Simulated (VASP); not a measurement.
Runs of VASP 6.6.1 on GaAs. Symmetry: F-43m, No. 216, cubic system. The conventional cell has a = 5.663 Å, b = 5.663 Å, c = 5.663 Å, α = 90.00°, β = 90.00°, γ = 90.00°. Around Ga (site symmetry -43m) lie 4 As at 2.45 Å. As (site symmetry -43m) has 4 Ga at 2.45 Å as nearest neighbours. 

| task | level | potentials or basis | spin | cell | k mesh | cutoff (eV) | gap on the mesh (eV) | pressure (GPa) |
| --- | --- | --- | --- | --- | --- | --- | --- | --- |
| band structure | r2SCAN | VASP PAW PBE potentials, release 64 (Ga_d, As) | off | as given | 10 × 10 × 10 | 520 | 0.96 | 0.3 |
| band structure | TB-mBJ | VASP PAW PBE potentials, release 64 (Ga_d, As) | off | as given | 10 × 10 × 10 | 520 | 1.55 | - |
| relaxation of cell and atoms | PBEsol | VASP PAW PBE potentials, release 64 (Ga_d, As) | off | relaxed | 10 × 10 × 10 | 600 | (b) | 0.0 |
| band structure | LDA | VASP PAW LDA potentials, release 64 (Ga_d, As) | off | as given | 10 × 10 × 10 | 520 | (a) | -1.9 |

Alike in all rows: smearing gaussian 0.03 eV.

Question: Estimate the missing entries.

Answer: (a) 0.30; (b) 0.42.

Caveats: the PAW data sets were made with another functional, which shifts forces and pressure a little (some runs); the relaxation stopped at its first step, so nothing moved (some runs).

A k mesh can miss the band edges, and the runs leave out spin-orbit coupling on As, Ga.

Runs at the PBE level aren't shown here.
